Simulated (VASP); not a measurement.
Computed with PBE GGA, VASP's PBE PAW potentials (set 64) (plane waves; VASP).

VASP ran on this input.

**KPOINTS**
```
K-points
0
gamma
  7 7 7
```

**INCAR**
```
SYSTEM=CsI
LREAL=.FALSE.   ! projection in real space or not
SIGMA=0.05
LASPH=.TRUE.   ! aspherical one-centre terms
EDIFF=1E-6   ! SCF stop (eV)
LWAVE=.FALSE.
PREC=Accurate
ALGO=Normal   ! blocked Davidson
ENCUT=300   ! plane-wave cut-off (eV)
LCHARG=.FALSE.
LMAXMIX=4   ! l cut-off of mixed one-centre charges
GGA=PE
NELM=100   ! most electronic steps
ISMEAR=0   ! Gaussian
ISIF=2   ! forces and stress, cell fixed
```

File POSCAR:
```
CsI
4.5728390
  1.0000000000   0.0000000000   0.0000000000
  0.0000000000   1.0000000000   0.0000000000
  0.0000000000   0.0000000000   1.0000000000
Cs I
1 1
Cartesian
  0.0000000000   0.0000000000   0.0000000000
  0.5000000000   0.5000000000   0.5000000000
```

POTCAR, in this order: Cs_sv I (PBE.64 set). Program: vasp_std.

What VASP printed:

**OUTCAR**
```
 ion  position               nearest neighbor table
   1  0.000  0.000  0.000-
   2  0.500  0.500  0.500-
  LATTYP: Found a simple cubic cell.
 ALAT       =     4.5728390000
 Subroutine PRICEL returns:
 Original cell was already a primitive cell.
 Subroutine GETGRP returns: Found 48 space group operations
The static configuration has the point symmetry O_h .
The dynamic configuration has the point symmetry O_h .
 Subroutine INISYM returns: Found 48 space group operations
 Subroutine IBZKPT returns following result:
 Found     20 irreducible k-points:

 Following reciprocal coordinates:
            Coordinates               Weight
  0.000000  0.000000  0.000000      1.000000
  0.142857  0.000000  0.000000      6.000000
  0.285714  0.000000  0.000000      6.000000
  0.428571  0.000000  0.000000      6.000000
  0.142857  0.142857  0.000000     12.000000
  0.285714  0.142857  0.000000     24.000000
  0.428571  0.142857  0.000000     24.000000
  0.285714  0.285714  0.000000     12.000000
  0.428571  0.285714  0.000000     24.000000
  0.428571  0.428571  0.000000     12.000000
  0.142857  0.142857  0.142857      8.000000
  0.285714  0.142857  0.142857     24.000000
  0.428571  0.142857  0.142857     24.000000
  0.285714  0.285714  0.142857     24.000000
  0.428571  0.285714  0.142857     48.000000
  0.428571  0.428571  0.142857     24.000000
  0.285714  0.285714  0.285714      8.000000
  0.428571  0.285714  0.285714     24.000000
  0.428571  0.428571  0.285714     24.000000
  0.428571  0.428571  0.428571      8.000000
   k-points           NKPTS =     20   k-points in BZ     NKDIM =     20   number of bands    NBANDS=     12
   number of dos      NEDOS =    301   number of ions     NIONS =      2
   total plane-waves  NPLWV =  21952
   dimension x,y,z NGX =    28 NGY =   28 NGZ =   28
   dimension x,y,z NGXF=    56 NGYF=   56 NGZF=   56
   ions per type =               1   1
   PREC   = accura    normal or accurate (medium, high low for compatibility)
   ISTART =      0    job   : 0-new  1-cont  2-samecut
   ICHARG =      2    charge: 1-file 2-atom 10-const
   ISPIN  =      1    spin polarized calculation?
   LNONCOLLINEAR =      F non collinear calculations
   LSORBIT =      F    spin-orbit coupling
   INIWAV =      1    electr: 0-lowe 1-rand  2-diag
   ENCUT  =  300.0 eV  22.05 Ry    4.70 a.u.   6.46  6.46  6.46*2*pi/ulx,y,z
   NELM   =    100;   NELMIN=  2; NELMDL= -5     # of ELM steps
   EDIFF  = 0.1E-05   stopping-criterion for ELM
   LREAL  =      F    real-space projection
   NLSPLINE    = F    spline interpolate recip. space projectors
   LMAXMIX     =    4 max onsite mixed and CHGCAR
   VOSKOWN=      0    Vosko Wilk Nusair interpolation
   EDIFFG = 0.1E-04   stopping-criterion for IOM
   NSW    =      0    number of steps for IOM
   NBLOCK =      1;   KBLOCK =      1    inner block; outer block
   IBRION =     -1    ionic relax: 0-MD 1-quasi-New 2-CG
   NFREE  =      0    steps in history (QN), initial steepest desc. (CG)
   ISIF   =      2    stress and relaxation
   ISYM   =      2    0-nonsym 1-usesym 2-fastsym
   TEIN   =    0.0    initial temperature
   TEBEG  =    0.0;   TEEND  =   0.0 temperature during run
   SMASS  =  -3.00    Nose mass-parameter (am)
   PSTRESS=    0.0 pullay stress
   NELECT =      16.0000    total number of electrons
   EFERMI =   0.00;   METHOD = LEGACY
   ISMEAR =     0;   SIGMA  =   0.05  broadening in eV -4-tet -1-fermi 0-gaus
   IALGO  =     38    algorithm
   LDIAG  =      T    sub-space diagonalisation (order eigenvalues)
   IMIX   =      4    mixing-type and parameters
     AMIX     =   0.40;   BMIX     =  1.00
     AMIX_MAG =   1.60;   BMIX_MAG =  1.00
...
```

File OSZICAR:
```
       N       E                     dE             d eps       ncg     rms          rms(c)
DAV:   1     0.740993915196E+02    0.74099E+02   -0.46332E+03   480   0.725E+02
DAV:   2    -0.490876149737E-01   -0.74148E+02   -0.69568E+02   696   0.141E+02
DAV:   3    -0.550108215108E+01   -0.54520E+01   -0.54371E+01   584   0.436E+01
DAV:   4    -0.556889358632E+01   -0.67811E-01   -0.67797E-01   608   0.620E+00
DAV:   5    -0.556958806235E+01   -0.69448E-03   -0.69443E-03   596   0.620E-01    0.158E+00
DAV:   6    -0.545041913430E+01    0.11917E+00   -0.16259E-01   540   0.191E+00    0.122E+00
DAV:   7    -0.542589928827E+01    0.24520E-01   -0.13805E-01   560   0.181E+00    0.599E-01
DAV:   8    -0.542928166232E+01   -0.33824E-02   -0.95616E-03   552   0.625E-01    0.846E-02
DAV:   9    -0.542966684416E+01   -0.38518E-03   -0.87114E-04   584   0.197E-01    0.759E-02
DAV:  10    -0.542975773051E+01   -0.90886E-04   -0.12988E-04   564   0.757E-02    0.132E-02
DAV:  11    -0.542975571395E+01    0.20166E-05   -0.37186E-05   568   0.309E-02    0.565E-03
DAV:  12    -0.542975610664E+01   -0.39270E-06   -0.36339E-06   564   0.130E-02
   1 F= -.54297561E+01 E0= -.54297561E+01  d E =-.228804E-11
```

**OUTCAR**
```
------------------------ aborting loop because EDIFF is reached ----------------------------------------
  FORCE on cell =-STRESS in cart. coord.  units (eV):
  Direction    XX          YY          ZZ          XY          YZ          ZX
  --------------------------------------------------------------------------------------
  Total        0.4223586      0.4223586      0.4223586      0.0000000      0.0000000     -0.0000000
  in kB        7.0767560      7.0767560      7.0767560      0.0000000      0.0000000     -0.0000000
  external PRESSURE =       7.0767560 kB  Pullay stress =       0.0000000 kB
  volume of cell :       95.62
      direct lattice vectors                 reciprocal lattice vectors
     4.572839000  0.000000000  0.000000000     0.218682530  0.000000000  0.000000000
     0.000000000  4.572839000  0.000000000     0.000000000  0.218682530  0.000000000
     0.000000000  0.000000000  4.572839000     0.000000000  0.000000000  0.218682530
 POSITION                                       TOTAL-FORCE (eV/Angst)
 -----------------------------------------------------------------------------------
      0.00000      0.00000      0.00000         0.000000      0.000000      0.000000
      2.28642      2.28642      2.28642         0.000000      0.000000      0.000000
 -----------------------------------------------------------------------------------
    total drift:                               -0.000000      0.000000      0.000000
  FREE ENERGIE OF THE ION-ELECTRON SYSTEM (eV)
  ---------------------------------------------------
  free  energy   TOTEN  =        -5.4297561066 eV

  energy  without entropy=       -5.4297561066  energy(sigma->0) =       -5.42975611
```
(Selected blocks of OUTCAR.)

**OUTCAR**
```
 val. band max:        0.7648265908   @ k =   0.4286   0.4286   0.0000

 cond. band min:       4.6522353963   @ k =   0.0000   0.0000   0.0000


 Fermi energy:         0.9877750322

 k-point     1 :       0.0000    0.0000    0.0000
  band No.  band energies     occupation
      1     -19.6033      2.00000
      2      -9.8615      2.00000
      3      -6.3071      2.00000
      4      -6.3071      2.00000
      5      -6.3071      2.00000
      6       0.7002      2.00000
      7       0.7002      2.00000
      8       0.7002      2.00000
      9       4.6522      0.00000
     10       4.9757      0.00000
     11       4.9757      0.00000
     12       8.5425      0.00000

 k-point     2 :       0.1429    0.0000    0.0000
  band No.  band energies     occupation
      1     -19.5988      2.00000
      2      -9.8630      2.00000
      3      -6.3372      2.00000
      4      -6.2955      2.00000
      5      -6.2955      2.00000
      6       0.3380      2.00000
      7       0.6726      2.00000
      8       0.6726      2.00000
      9       5.0899      0.00000
     10       5.0979      0.00000
     11       5.4298      0.00000
     12       8.4782      0.00000

 k-point     3 :       0.2857    0.0000    0.0000
  band No.  band energies     occupation
      1     -19.5886      2.00000
      2      -9.8680      2.00000
      3      -6.3967      2.00000
      4      -6.2691      2.00000
      5      -6.2691      2.00000
      6      -0.2952      2.00000
      7       0.6088      2.00000
      8       0.6088      2.00000
      9       5.4453      0.00000
     10       6.0301      0.00000
     11       6.5133      0.00000
     12       8.4584      0.00000

 k-point     4 :       0.4286    0.0000    0.0000
  band No.  band energies     occupation
      1     -19.5803      2.00000
      2      -9.8737      2.00000
      3      -6.4362      2.00000
      4      -6.2477      2.00000
      5      -6.2477      2.00000
      6      -0.7064      2.00000
...
```

At this cut-off the stress carries a Pulay error, which pulls relaxed volumes low. Unless said otherwise, spin-orbit coupling is left out, though it shifts the bands of the heavy elements here.

The structure comes from a computed database's CsI entry; how it stands against other phases isn't given here. The cell was not relaxed at this level.
